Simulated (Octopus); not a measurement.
# AlRu (Pm-3m) in Octopus: equation of state, part 2 of 2

Octopus 16.4.

## 8. Equation of state, PBE, 14.19 Å³/atom (volume scaled by 1.06)

Input file inp:

```
CalculationMode = gs
UnitsOutput = eV_Angstrom
PeriodicDimensions = 3
ExperimentalFeatures = yes
PseudopotentialSet = pseudodojo_pbe
%LatticeParameters
 1*angstrom | 1*angstrom | 1*angstrom
%
%LatticeVectors
 3.0502737196 | 0 | 0
 0 | 3.0502737196 | 0
 0 | 0 | 3.0502737196
%
%ReducedCoordinates
 "Ru" | 0.5 | 0.5 | 0.5
 "Al" | 0 | 0 | 0
%
%Spacing
 0.11731822*angstrom | 0.11731822*angstrom | 0.11731822*angstrom
%
DerivativesOrder = 8
%KPointsGrid
 9 | 9 | 9
%
KPointsUseSymmetries = yes
XCFunctional = gga_x_pbe + gga_c_pbe
SmearingFunction = fermi_dirac
Smearing = 0.05*eV
ExtraStates = 8
Eigensolver = chebyshev_filter
ConvRelDens = 3e-7
MaximumIter = 120
```

Potentials or basis: pseudodojo_pbe (PseudoDojo 0.5, PBE).

Launch:

```console
> OMP_NUM_THREADS=1 octopus > out.log
```

out.log:

```text
Running octopus

[... 17 lines left out ...]

****************************** Species *******************************
  Species 'Ru'
    type             : pseudopotential
    file             : 'Ru.upf'
    file format      : UPF2
    valence charge   : 16.0
    atomic number    :  44
    form on file     : kleinman-bylander
    lmax             : 2
    llocal           : -1
    projectors per l : 2
    total projectors : 6
    application form : kleinman-bylander
    orbitals         : 10
    bound orbitals   : 10

  Species 'Al'
    type             : pseudopotential
    file             : 'Al.upf'
    file format      : UPF2
    valence charge   : 3.0
    atomic number    :  13
    form on file     : kleinman-bylander
    lmax             : 2
    llocal           : -1
    projectors per l : 2
    total projectors : 6
    application form : kleinman-bylander
    orbitals         :  4
    bound orbitals   :  4

**********************************************************************

***************************** Symmetries *****************************
Space group No.  221
International: Pm-3m
Schoenflies: Oh^1
Info: The system has    48 symmorphic symmetries that can be used.
  Index                Rotation matrix                      Fractional translations
[... 318 lines left out ...]
Density of states:

---------------------%------------------------------------------------
---------------------%------------------------------------------------
---------------------%------------------------------------------------
---------------------%------------------------------------------------
---------------------%------------------------------------------------
---------------------%----------------------------%-------------------
---------------------%--------------------------%%%-------------------
%--------------------%--------------------------%%%---%---------------
%--------------------%------------------------%%%%%-%-%%%%%%%%-%%-----
%--------------------%-----------------------%%%%%%%%%%%%%%%%%%%%%%---
                                                  ^

Fermi energy =     9.323610 eV

**********************************************************************

*********************** SCF CYCLE ITER #    2 ************************
 etot  = -2.81510833E+03 abs_ev   =  1.84E+01 rel_ev   =  7.03E-02
 ediff =        2.24E+00 abs_dens =  6.88E-01 rel_dens =  3.62E-02
Matrix vector products: 875
Converged eigenvectors: 0
[... 151 lines left out ...]
*********************** SCF CYCLE ITER #   15 ************************
 etot  = -2.81489035E+03 abs_ev   =  2.87E-05 rel_ev   =  1.09E-07
 ediff =        8.51E-07 abs_dens =  1.35E-06 rel_dens =  7.11E-08
Matrix vector products: 875
Converged eigenvectors: 0

#  State  KPoint  Eigenvalue [eV]  Occupation    Error
      1       1      -63.367517    2.000000   ( 1.8E-07)
      1       2      -63.366131    2.000000   ( 1.8E-07)
      1       3      -63.364748    2.000000   ( 1.8E-07)
      1       4      -63.363370    2.000000   ( 1.8E-07)
      1       5      -63.362619    2.000000   ( 2.1E-07)
      1       6      -63.361247    2.000000   ( 1.6E-07)
      1       7      -63.359878    2.000000   ( 3.0E-07)
      1       9      -63.358623    2.000000   ( 2.9E-07)
[... 23 lines left out ...]
     18       3       27.148334    0.000000   ( 3.3E-02)
     18      24       27.327357    0.000000   ( 9.8E-02)
     18      28       27.849210    0.000000   ( 2.2E-02)
     17       1       28.004234    0.000000   ( 5.0E-02)
     18       1       28.317067    0.000000   ( 4.2E-02)
     18      32       29.667414    0.000000   ( 3.7E-02)
     18      34       29.994086    0.000000   ( 3.1E-02)
     18      35       32.627587    0.000000   ( 2.2E-02)

Density of states:

----------------------%-----------------------------------------------
----------------------%-----------------------------------------------
----------------------%----------------------------%------------------
----------------------%----------------------------%------------------
----------------------%----------------------------%------------------
----------------------%----------------------------%------------------
%---------------------%--------------------------%%%------------------
%---------------------%--------------------------%%%----%-%%-%-%------
%--------------------%%-------------------------%%%%%%%%%%%%%%%%%%----
%--------------------%%-----------------------%%%%%%%%%%%%%%%%%%%%----
                                                    ^

Fermi energy =     8.384225 eV

**********************************************************************

Info: SCF converged in   15 iterations

** Warning:
**   Some of the states are not fully converged!

Info: Number of matrix-vector products:      13125
Info: Finished writing information to 'restart/gs'.

Octopus emitted 19 warnings.
```

static/info:

```text
**

********************** Brillouin zone sampling ***********************
Dimensions of the k-point grid      =  9  9  9
Total number of k-points            = 729
[... 752 lines left out ...]
      rel_energy =  8.22488849E-09 ( 0.00000000E+00)
      abs_dens =  1.35005028E-06 ( 0.00000000E+00)
      rel_dens =  7.10552778E-08 ( 3.00000000E-07)
      abs_evsum =  2.87480520E-05 ( 0.00000000E+00) [eV]
      rel_evsum =  1.08985163E-07 ( 0.00000000E+00)

Forces on the ions [eV/A]
 Ion                        x              y              z
   1        Ru   0.00000000E+00   0.00000000E+00   0.00000000E+00
   2        Al   0.00000000E+00   0.00000000E+00   0.00000000E+00
 ----------------------------------------------------------
 Max abs force   0.00000000E+00   0.00000000E+00   0.00000000E+00
   Total force   0.00000000E+00   0.00000000E+00   0.00000000E+00
```

Run time: 2.6 min. Hardware: 1 thread of Intel Xeon Platinum 8488C (Sapphire Rapids), shared host; peak memory 0.65 GiB.

What came out:

* Free energy: -2814.9070 eV
* Band gap on the k mesh: none (metal or under the smearing width)

## 9. Equation of state, PBE

Potentials or basis: pseudodojo_pbe (PseudoDojo 0.5, PBE).

No new run: the results of the series are fitted here.

Results:

```yaml
Equilibrium_volume: 13.52 Å³/atom
Bulk_modulus: 206 GPa
Pressure_derivative_of_the_bulk_modulus: "4.6 (rough: it moves with the points fitted)"
```

Energy against volume, from the lowest point:
| volume (Å³/atom) | energy (meV/atom) |
| --- | --- |
| 12.584 | 46.78 |
| 12.851 | 22.39 |
| 13.119 | 7.06 |
| 13.387 | 0.08 |
| 13.655 | 0.00 |
| 13.922 | 6.03 |
| 14.190 | 18.58 |

Caveat: the number of grid points is fixed, so the spacing changes with the cell, which shifts volumes and moduli. Zero-point motion and thermal expansion aren't in these numbers.
